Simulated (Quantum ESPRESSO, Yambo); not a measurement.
# MgO (Fm-3m): G0W0 in Yambo against the screening cutoff

Wanted: the cheapest screening cutoff that holds the gap of MgO (Fm-3m).

Calculated with Yambo 5.3.0; PBE and many-body steps on it, plane waves.

**1. The structure**

The structure is cubic, space group Fm-3m (No. 225). The conventional cell has a = 4.194 Å, b = 4.194 Å, c = 4.194 Å, α = 90.00°, β = 90.00°, γ = 90.00°. Mg has 6 O at 2.10 Å nearest. Nearest to O lie 6 Mg at 2.10 Å. Farther neighbours and most contacts between anions are not listed.

As a file:

```cif
data_structure
_symmetry_space_group_name_H-M 'P 1'
_symmetry_Int_Tables_number 1
_cell_length_a 2.9656
_cell_length_b 2.9656
_cell_length_c 2.9656
_cell_angle_alpha 60.000
_cell_angle_beta 60.000
_cell_angle_gamma 60.000
_cell_volume 18.44
loop_
_atom_site_label
_atom_site_type_symbol
_atom_site_fract_x
_atom_site_fract_y
_atom_site_fract_z
_atom_site_occupancy
Mg1 Mg 0.00000 0.00000 0.00000 1
O2 O 0.50000 0.50000 0.50000 1
```

The cell and positions are those that the Materials Project relaxed with its own functionals (PBE, PBE+U or r2SCAN), kept fixed.

**2. 3.25 Ha**

This step: Yambo 5.3.0; G0W0 on PBE, plane waves, norm-conserving pseudopotentials.

Now the one-shot GW correction: screening in the RPA, then the self-energy of the levels asked for.

File gw7.in:

```
HF_and_locXC
gw0
dyson
ppa
em1d
rim_cut
RandQpts= 1000000
RandGvec= 1 RL
EXXRLvcs= 76 Ry
VXCRLvcs= 304 Ry
Chimod= "HARTREE"
% BndsRnXp
 1 | 63 |
%
NGsBlkXp= 6.5 Ry
% LongDrXp
 1 | 1 | 1 |
%
% GbndRnge
 1 | 63 |
%
DysSolver= "n"
ExtendOut
PPAPntXp= 27.21138 eV
% QPkrange
 1 | 1 | 7 | 10 |
%
```

Launch:

```sh
$ OMP_NUM_THREADS=1 mpirun -n 4 yambo -F gw7.in -J gw7 -C gw7 > gw7.log
```

The log of the run:

```text
 Yambo, version 5.3.0

 [02] CORE Variables Setup
 =========================

  [... cell, symmetries and grids as in the set-up ...]

  [02.05] Energies & Occupations
  ==============================

  [X] === General ===
  [X] Electronic Temperature                        :  0.000000  0.000000 [eV K]
  [X] Bosonic    Temperature                        :  0.000000  0.000000 [eV K]
  [X] Finite Temperature mode                       : no
  [X] El. density                                   :  0.86755E+24 [cm-3]
  [X] Fermi Level                                   :  8.213328 [eV]

  [X] === Gaps and Widths ===
  [X] Conduction Band Min                           :  4.894827 [eV]
  [X] Valence Band Max                              :  0.000000 [eV]
  [X] Filled Bands                                  :   8
  [X] Empty Bands                                   :    9  225
  [X] Direct Gap                                    :  4.894827 [eV]
  [X] Direct Gap localized at k                     :  1
  [X] Indirect Gap                                  :  4.894827 [eV]
  [X] Indirect Gap between kpts                     :  1  1
  [X] Last valence band width                       :  1.776113 [eV]
  [X] 1st conduction band width                     :  6.880121 [eV]

 [03] Transferred momenta grid and indexing
 ==========================================

 IBZ Q-points                                      :   8
 BZ  Q-points                                      :   64

 K/Q-points units:
 rlu = crystal or reduced units; cc = cartesian coordinates; iku = interal k-units

 Q [1]          [rlu]:  0.000000  0.000000  0.000000
 Q [2]          [rlu]: -0.65702E-17 -0.65702E-17  0.25000
 Q [3]          [rlu]:  0.13140E-16  0.13140E-16 -0.50000
 Q [4]          [rlu]: -0.13557E-17  0.25000      0.25000
 Q [5]          [rlu]: -0.53062E-17  0.25000      0.50000
 Q [6]          [rlu]:  0.13140E-16  0.25000     -0.25000
 Q [7]          [rlu]:  0.27115E-17 -0.50000     -0.50000
 Q [8]          [rlu]:  0.250000 -0.500000 -0.250000

 [04] Coloumb potential Random Integration (RIM)
 ===============================================

  [04.01] RIM initialization
  ==========================

  * Diagonal components only detected *

  8 x (sBL volume)        :  0.249130 [a.u.]
  sBZ random points       :  1000000
  Points outside the sBZ  :   7968281
  RL volume               :  1.993044 [a.u.]
  Integrated volume       :  2.000977 [a.u.]

  [04.02] RIM integrals
  =====================

  Gamma point sphere radius             :  0.114137 [a.u.]
  Points outside the sphere             :   800476
  [Int_sBZ(q=0) 1/q^2]*(Vol_sBZ)^(-1/3) =:  7.776341
                                 should be <:  7.795600

  Summary of Coulomb integrals for non-metallic bands |Q|[au] RIM/Bare

  Q [1] 0.100000E-4 0.997530 * Q [2] 0.343283 1.067779
  Q [4] 0.396390 1.067204 * Q [6] 0.560580 1.030488
  Q [5] 0.657338 1.022568 * Q [3] 0.686567 1.021209
  Q [7] 0.792779 1.017560 * Q [8] 0.886354 1.014308

 [WARNING] [Xp] User bands 1-63 break level degeneracy

 [05] Dipoles
 ============

  [05.01] Setup: observables and procedures
  =========================================

 [06] Dynamic Dielectric Matrix (PPA)
 ====================================

 [WR./gw7//ndb.pp]---------------------------------------------------------------
  Brillouin Zone Q/K grids (IBZ/BZ)                :    8   64    8   64
  RL vectors                                       :  1837 [WF]
  Coulomb cutoff potential                         : none
  Electronic Temperature                           :  0.000000 [K]
  Bosonic    Temperature                           :  0.000000 [K]
  PPA    diel. fun.  energies                      : Perdew, Burke & Ernzerhof(X)+Perdew, Burke & Ernzerhof(C)
  wavefunctions                                    : Perdew, Burke & Ernzerhof(X)+Perdew, Burke & Ernzerhof(C)
  Global Gauge                                     : length
  X matrix size                                    :   51
  X band range                                     :    1   63
  X e/h energy range                               : -1.000000 -1.000000 [eV]
  X Time ordering                                  : R
  X Hxc Kernel                                     : HARTREE
  X Drude frequency                                :  0.000000  0.000000
  X poles                                          :  100.0000 [o/o]
  RL vectors in the sum                            :  1837
  [r,Vnl] included                                 : yes
  Field direction                                  :  0.577350E-5  0.577350E-5  0.577350E-5
  BZ energy Double Grid                            : no
  BZ energy DbGd points                            : 0
  BZ Q point size factor                           : -1.000000
  X Optical Averaged directions                    : none

 [07] Local Exchange-Correlation + Non-Local Fock
 ================================================

 [VXC] Plane waves :  11113
 [EXS] Plane waves :  1459

 QP @ state[ 1 ] K range:  1  1
 QP @ state[ 1 ] b range:   7  10

 [xc] Functional : Perdew, Burke & Ernzerhof(X)+Perdew, Burke & Ernzerhof(C)
 [xc] LIBXC used to calculate xc functional
  PP Number of Atomic Species                      :  2
  NLCC RL compoments                               :  11113
  PP Number of Atomic Species                      :  2
  NLCC RL compoments                               :  11113

 [xc] E_xc :  -11.59506 [Ha]
      E_xc :  -23.19011 [Ry]

  Local XC kind (lXC) : Perdew, Burke & Ernzerhof(X)+Perdew, Burke & Ernzerhof(C)
  Non-Local XC kind (nlXC) : Hartree-Fock

  Corrections @ K [1] :  [eV]
 <7|nlXC|7> = -25.55511 -0.58352E-17 <7|lXC|7> = -20.15787  0.37763E-15
 <8|nlXC|8> = -25.55495 -0.15642E-16 <8|lXC|8> = -20.15787  0.37763E-15
 <9|nlXC|9> = -8.858457  0.33064E-17 <9|lXC|9> = -13.55593  0.95843E-19
 <10|nlXC|10> = -3.731367 -0.35375E-17 <10|lXC|10> = -9.636466  0.18882E-15

 [08] Dyson equation: Newton solver
 ==================================

  [08.01] G0W0 (W PPA)
  ====================

  [  GW  ] Bands range     :    1   63
  [GW/PPA] G damping       :  0.100000 [eV]

  QP @ state[ 1 ] K range:  1  1
  QP @ state[ 1 ] b range:   7  10

   Sc/G bands                                       :    1   63
   Sc/G damping                                     :  0.100000 ev
   Sc bands terminator                              : no
   Sx RL components                                 :  1459

   QP @ state[ 1 ] K range                          :  1  1
   QP @ state[ 1 ] b range                          :   7  10
   GF energies kind                                 : Perdew, Burke & Ernzerhof(X)+Perdew, Burke & Ernzerhof(C)
   GF WF`s kind                                     : Perdew, Burke & Ernzerhof(X)+Perdew, Burke & Ernzerhof(C)
   Xs energies kind                                 : Perdew, Burke & Ernzerhof(X)+Perdew, Burke & Ernzerhof(C)
   Xs WF`s kind                                     : Perdew, Burke & Ernzerhof(X)+Perdew, Burke & Ernzerhof(C)

 [11] Game Over & Game summary
```

Run time: 9.2 s. Hardware: 4 MPI ranks of Arm Neoverse V1, shared host; peak memory 1.2 GiB; 32 s of CPU time.

Numbers from this step:

```yaml
g0w0_gap_on_the_points_computed: 6.964 eV
starting_gap_on_the_mesh: 4.895 eV
k_of_the_valence_top: 0, 0, 0
k_of_the_conduction_bottom: 0, 0, 0
least_direct_g0w0_gap_on_the_computed_points: 6.964 eV
z_at_the_valence_top: 0.8081
z_at_the_conduction_bottom: 0.8550
```

The gap on the mesh goes from 4.89 eV to 6.96 eV, a correction of +2.07 eV.

**3. 5.25 Ha**

File gw8.in:

```
HF_and_locXC
gw0
dyson
ppa
em1d
rim_cut
RandQpts= 1000000
RandGvec= 1 RL
EXXRLvcs= 76 Ry
VXCRLvcs= 304 Ry
Chimod= "HARTREE"
% BndsRnXp
 1 | 63 |
%
NGsBlkXp= 10.5 Ry
% LongDrXp
 1 | 1 | 1 |
%
% GbndRnge
 1 | 63 |
%
DysSolver= "n"
ExtendOut
PPAPntXp= 27.21138 eV
% QPkrange
 1 | 1 | 7 | 10 |
%
```

Launch:

```sh
$ OMP_NUM_THREADS=1 mpirun -n 4 yambo -F gw8.in -J gw8 -C gw8 > gw8.log
```

The log of the run:

```text
 Yambo, version 5.3.0

 [02] CORE Variables Setup
 =========================

  [... cell, symmetries and grids as in the set-up ...]

  [02.05] Energies & Occupations
  ==============================

  [X] === General ===
  [X] Electronic Temperature                        :  0.000000  0.000000 [eV K]
  [X] Bosonic    Temperature                        :  0.000000  0.000000 [eV K]
  [X] Finite Temperature mode                       : no
  [X] El. density                                   :  0.86755E+24 [cm-3]
  [X] Fermi Level                                   :  8.213328 [eV]

  [X] === Gaps and Widths ===
  [X] Conduction Band Min                           :  4.894827 [eV]
  [X] Valence Band Max                              :  0.000000 [eV]
  [X] Filled Bands                                  :   8
  [X] Empty Bands                                   :    9  225
  [X] Direct Gap                                    :  4.894827 [eV]
  [X] Direct Gap localized at k                     :  1
  [X] Indirect Gap                                  :  4.894827 [eV]
  [X] Indirect Gap between kpts                     :  1  1
  [X] Last valence band width                       :  1.776113 [eV]
  [X] 1st conduction band width                     :  6.880121 [eV]

 [03] Transferred momenta grid and indexing
 ==========================================

 IBZ Q-points                                      :   8
 BZ  Q-points                                      :   64

 K/Q-points units:
 rlu = crystal or reduced units; cc = cartesian coordinates; iku = interal k-units

 Q [1]          [rlu]:  0.000000  0.000000  0.000000
 Q [2]          [rlu]: -0.65702E-17 -0.65702E-17  0.25000
 Q [3]          [rlu]:  0.13140E-16  0.13140E-16 -0.50000
[...]
================================================

 [VXC] Plane waves :  11113
 [EXS] Plane waves :  1459

 QP @ state[ 1 ] K range:  1  1
 QP @ state[ 1 ] b range:   7  10

 [xc] Functional : Perdew, Burke & Ernzerhof(X)+Perdew, Burke & Ernzerhof(C)
 [xc] LIBXC used to calculate xc functional
  PP Number of Atomic Species                      :  2
  NLCC RL compoments                               :  11113
  PP Number of Atomic Species                      :  2
  NLCC RL compoments                               :  11113

 [xc] E_xc :  -11.59506 [Ha]
      E_xc :  -23.19011 [Ry]

  Local XC kind (lXC) : Perdew, Burke & Ernzerhof(X)+Perdew, Burke & Ernzerhof(C)
  Non-Local XC kind (nlXC) : Hartree-Fock

  Corrections @ K [1] :  [eV]
 <7|nlXC|7> = -25.55511 -0.58352E-17 <7|lXC|7> = -20.15787  0.37763E-15
 <8|nlXC|8> = -25.55495 -0.15642E-16 <8|lXC|8> = -20.15787  0.37763E-15
 <9|nlXC|9> = -8.858457  0.33064E-17 <9|lXC|9> = -13.55593  0.95843E-19
 <10|nlXC|10> = -3.731367 -0.35375E-17 <10|lXC|10> = -9.636466  0.18882E-15

 [08] Dyson equation: Newton solver
 ==================================

  [08.01] G0W0 (W PPA)
  ====================

  [  GW  ] Bands range     :    1   63
  [GW/PPA] G damping       :  0.100000 [eV]

  QP @ state[ 1 ] K range:  1  1
  QP @ state[ 1 ] b range:   7  10

   Sc/G bands                                       :    1   63
   Sc/G damping                                     :  0.100000 ev
   Sc bands terminator                              : no
   Sx RL components                                 :  1459

   QP @ state[ 1 ] K range                          :  1  1
   QP @ state[ 1 ] b range                          :   7  10
   GF energies kind                                 : Perdew, Burke & Ernzerhof(X)+Perdew, Burke & Ernzerhof(C)
   GF WF`s kind                                     : Perdew, Burke & Ernzerhof(X)+Perdew, Burke & Ernzerhof(C)
   Xs energies kind                                 : Perdew, Burke & Ernzerhof(X)+Perdew, Burke & Ernzerhof(C)
   Xs WF`s kind                                     : Perdew, Burke & Ernzerhof(X)+Perdew, Burke & Ernzerhof(C)

 [11] Game Over & Game summary
```

Elapsed: 9.6 s, on 4 MPI ranks; peak memory 1.2 GiB.

This step gave:

```yaml
g0w0_gap_on_the_points_computed: 7.043 eV
starting_gap_on_the_mesh: 4.895 eV
k_of_the_valence_top: 0, 0, 0
k_of_the_conduction_bottom: 0, 0, 0
least_direct_g0w0_gap_on_the_computed_points: 7.043 eV
z_at_the_valence_top: 0.8059
z_at_the_conduction_bottom: 0.8535
```

Against the run before, the gap moves by +0.078 eV.

**4. 10.5 Ha**

File gw9.in:

```
HF_and_locXC
gw0
dyson
ppa
em1d
rim_cut
RandQpts= 1000000
RandGvec= 1 RL
EXXRLvcs= 76 Ry
VXCRLvcs= 304 Ry
Chimod= "HARTREE"
% BndsRnXp
 1 | 63 |
%
NGsBlkXp= 21 Ry
% LongDrXp
 1 | 1 | 1 |
%
% GbndRnge
 1 | 63 |
%
DysSolver= "n"
ExtendOut
PPAPntXp= 27.21138 eV
% QPkrange
 1 | 1 | 7 | 10 |
%
```

Launch:

```sh
$ OMP_NUM_THREADS=1 mpirun -n 4 yambo -F gw9.in -J gw9 -C gw9 > gw9.log
```

The log of the run:

```text
 Yambo, version 5.3.0

 [02] CORE Variables Setup
 =========================

  [... cell, symmetries and grids as in the set-up ...]

  [02.05] Energies & Occupations
  ==============================

  [X] === General ===
  [X] Electronic Temperature                        :  0.000000  0.000000 [eV K]
  [X] Bosonic    Temperature                        :  0.000000  0.000000 [eV K]
  [X] Finite Temperature mode                       : no
  [X] El. density                                   :  0.86755E+24 [cm-3]
[...]
Sx RL components                                 :  1459

   QP @ state[ 1 ] K range                          :  1  1
   QP @ state[ 1 ] b range                          :   7  10
   GF energies kind                                 : Perdew, Burke & Ernzerhof(X)+Perdew, Burke & Ernzerhof(C)
   GF WF`s kind                                     : Perdew, Burke & Ernzerhof(X)+Perdew, Burke & Ernzerhof(C)
   Xs energies kind                                 : Perdew, Burke & Ernzerhof(X)+Perdew, Burke & Ernzerhof(C)
   Xs WF`s kind                                     : Perdew, Burke & Ernzerhof(X)+Perdew, Burke & Ernzerhof(C)

 [11] Game Over & Game summary
```

It took 20 s on 4 MPI ranks; peak memory 1.1 GiB; 77 s of CPU time.

Numbers from this step:

| Quantity | Value |
| --- | --- |
| G0W0 gap on the points computed | 7.124 eV |
| starting gap on the mesh | 4.895 eV |
| k of the valence top | 0, 0, 0 |
| k of the conduction bottom | 0, 0, 0 |
| least direct G0W0 gap on the computed points | 7.124 eV |

Against the run before, the gap moves by +0.081 eV.

**5. 13 Ha**

File gw10.in:

```
HF_and_locXC
gw0
dyson
ppa
em1d
rim_cut
RandQpts= 1000000
RandGvec= 1 RL
EXXRLvcs= 76 Ry
VXCRLvcs= 304 Ry
Chimod= "HARTREE"
% BndsRnXp
 1 | 63 |
%
NGsBlkXp= 26 Ry
% LongDrXp
 1 | 1 | 1 |
%
% GbndRnge
 1 | 63 |
%
DysSolver= "n"
ExtendOut
PPAPntXp= 27.21138 eV
% QPkrange
 1 | 1 | 7 | 10 |
%
```

Launch:

```sh
$ OMP_NUM_THREADS=1 mpirun -n 4 yambo -F gw10.in -J gw10 -C gw10 > gw10.log
```

The log of the run:

```text
 Yambo, version 5.3.0

 [02] CORE Variables Setup
 =========================

  [... cell, symmetries and grids as in the set-up ...]

  [02.05] Energies & Occupations
  ==============================

  [X] === General ===
  [X] Electronic Temperature                        :  0.000000  0.000000 [eV K]
  [X] Bosonic    Temperature                        :  0.000000  0.000000 [eV K]
  [X] Finite Temperature mode                       : no
  [X] El. density                                   :  0.86755E+24 [cm-3]
[...]
Sx RL components                                 :  1459

   QP @ state[ 1 ] K range                          :  1  1
   QP @ state[ 1 ] b range                          :   7  10
   GF energies kind                                 : Perdew, Burke & Ernzerhof(X)+Perdew, Burke & Ernzerhof(C)
   GF WF`s kind                                     : Perdew, Burke & Ernzerhof(X)+Perdew, Burke & Ernzerhof(C)
   Xs energies kind                                 : Perdew, Burke & Ernzerhof(X)+Perdew, Burke & Ernzerhof(C)
   Xs WF`s kind                                     : Perdew, Burke & Ernzerhof(X)+Perdew, Burke & Ernzerhof(C)

 [11] Game Over & Game summary
```

Elapsed: 30 s, on 4 MPI ranks; peak memory 1.1 GiB; 1.9 min of CPU time.

Numbers from this step:

| Quantity | Value |
| --- | --- |
| G0W0 gap on the points computed | 7.127 eV |
| starting gap on the mesh | 4.895 eV |
| k of the valence top | 0, 0, 0 |
| k of the conduction bottom | 0, 0, 0 |
| least direct G0W0 gap on the computed points | 7.127 eV |

Against the run before, the gap moves by +0.004 eV.

**6. 16.25 Ha**

File gw11.in:

```
HF_and_locXC
gw0
dyson
ppa
em1d
rim_cut
RandQpts= 1000000
RandGvec= 1 RL
EXXRLvcs= 76 Ry
VXCRLvcs= 304 Ry
Chimod= "HARTREE"
% BndsRnXp
 1 | 63 |
%
NGsBlkXp= 32.5 Ry
% LongDrXp
 1 | 1 | 1 |
%
% GbndRnge
 1 | 63 |
%
DysSolver= "n"
ExtendOut
PPAPntXp= 27.21138 eV
% QPkrange
 1 | 1 | 7 | 10 |
%
```

Launch:

```sh
$ OMP_NUM_THREADS=1 mpirun -n 4 yambo -F gw11.in -J gw11 -C gw11 > gw11.log
```

The log of the run:

```text
 Yambo, version 5.3.0

 [02] CORE Variables Setup
 =========================

  [... cell, symmetries and grids as in the set-up ...]

  [02.05] Energies & Occupations
  ==============================

  [X] === General ===
  [X] Electronic Temperature                        :  0.000000  0.000000 [eV K]
  [X] Bosonic    Temperature                        :  0.000000  0.000000 [eV K]
  [X] Finite Temperature mode                       : no
  [X] El. density                                   :  0.86755E+24 [cm-3]
[...]
Sx RL components                                 :  1459

   QP @ state[ 1 ] K range                          :  1  1
   QP @ state[ 1 ] b range                          :   7  10
   GF energies kind                                 : Perdew, Burke & Ernzerhof(X)+Perdew, Burke & Ernzerhof(C)
   GF WF`s kind                                     : Perdew, Burke & Ernzerhof(X)+Perdew, Burke & Ernzerhof(C)
   Xs energies kind                                 : Perdew, Burke & Ernzerhof(X)+Perdew, Burke & Ernzerhof(C)
   Xs WF`s kind                                     : Perdew, Burke & Ernzerhof(X)+Perdew, Burke & Ernzerhof(C)

 [11] Game Over & Game summary
```

Run time: 42 s. Hardware: 4 MPI ranks; peak memory 1.1 GiB.

Numbers from this step:

| Quantity | Value |
| --- | --- |
| G0W0 gap on the points computed | 7.129 eV |
| starting gap on the mesh | 4.895 eV |
| k of the valence top | 0, 0, 0 |
| k of the conduction bottom | 0, 0, 0 |
| least direct G0W0 gap on the computed points | 7.129 eV |

Against the run before, the gap moves by +0.002 eV.

**7. The runs together**

Times are wall times on 4 MPI ranks of Arm Neoverse V1, shared host, good to a factor of about two.

```
     run   mesh  bands  screening cutoff (eV)  DFT gap (eV)  gap on the mesh (eV)  direct (eV)   time
 3.25 Ha  4×4×4     63                   88.4         4.895                 6.964        6.964  9.2 s
 5.25 Ha  4×4×4     63                  142.9         4.895                 7.043        7.043  9.6 s
 10.5 Ha  4×4×4     63                  285.7         4.895                 7.124        7.124   20 s
   13 Ha  4×4×4     63                  353.7         4.895                 7.127        7.127   30 s
16.25 Ha  4×4×4     63                  442.2         4.895                 7.129        7.129   42 s
```

**8. Results**

| Property | Result |
| --- | --- |
| 3.25 Ha | 6.964 eV |
| 5.25 Ha | 7.043 eV |
| 10.5 Ha | 7.124 eV |
| 13 Ha | 7.127 eV |
| 16.25 Ha | 7.129 eV |
| known limits | not at the basis limit; coarse k mesh |

The setting moved: screening cutoff. From 3.25 Ha to 16.25 Ha the gap moves by +0.16 eV, for 4.6 times the time. It holds to 0.03 eV from 10.5 Ha on. Bands and screening cutoff are coupled, so a series along one setting does not show full convergence. Bands and cutoff are finite, so the gap is not at the basis limit. The miss can reach some tenths of an eV and take either sign; the mesh is an error of its own. In the G0W0 runs levels were corrected at 1 k point alone, so a gap called «on the mesh» is the least over those, and an edge elsewhere would be missed. The 4×4×4 mesh is coarse for this cell, which bears on the long-range parts of exchange and screening.

[Paths, hosts, dates, memory and timing lines, banners, echoed tables and standing remarks are left out of the program output.]

[Logs are printed without paths, hosts, clocks, repeated set-up lines and the standing remarks that a program may print on its own settings, such as how far it seeks lower states.]

[Runs of the session that timed out or met a known fault of the program may be left out.]

[Hosts, paths, dates, database ids (printed as entryN), source tags and the programs' standing remarks are cut or masked in the printed files.]
